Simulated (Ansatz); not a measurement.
Input of an Ansatz 0.2.0 run:

The input input.yaml:

```yaml
crystal:
  lattice:
    - [0.0, 2.96575, 2.96575]
    - [2.96575, 0.0, 2.96575]
    - [2.96575, 2.96575, 0.0]
  atoms:
    - { symbol: Pb, position: [0.0, 0.0, 0.0] }
    - { symbol: S, position: [0.5, 0.5, 0.5] }
hamiltonian:
  xc: lda
  pseudopotentials: { kind: paw }
kpoints:
  mp_grid: { grid: [8, 8, 8] }
scf:
  occupations: { method: fixed }
output:
  eigenvalues: true
dielectric:
  method: response
```

Potentials or basis: Ansatz PAW.

Command:

```bash
$ ansatz run input.yaml --threads 2 --pin off --max-ram 5120MiB --backend cpu --events-out ev --progress --plain --runs-dir out
```

Question: Predict the electronic dielectric tensor (diagonal).

Answer: 19.72.

Question: Predict the Born charges (mean of the diagonal).

Answer: Pb +4.48; S -4.48 e.

Question: What does it give for the band gap on the k mesh?

Answer: 0.23 eV, direct.

Born effective charge tensors (e):
atom 1, Pb
```
4.48 0.00 0.00
0.00 4.48 0.00
0.00 0.00 4.48
```
atom 2, S
```
-4.48  0.00  0.00
 0.00 -4.48  0.00
 0.00  0.00 -4.48
```

Caveat: the gap is small at this level, which inflates the dielectric constant; spin-orbit coupling is left out, which as a rule narrows the gap of such compounds by several tenths of an eV.

**The experiment to reproduce.**

A printed reference work, monograph reports, for a bulk crystal of PbS at 300 K: high-frequency dielectric constant 17.2.

A measured high-frequency dielectric constant of PbS is 17.2 (300 K; a printed reference work, monograph); the calculated 19.72 misses it by +14.7 %.
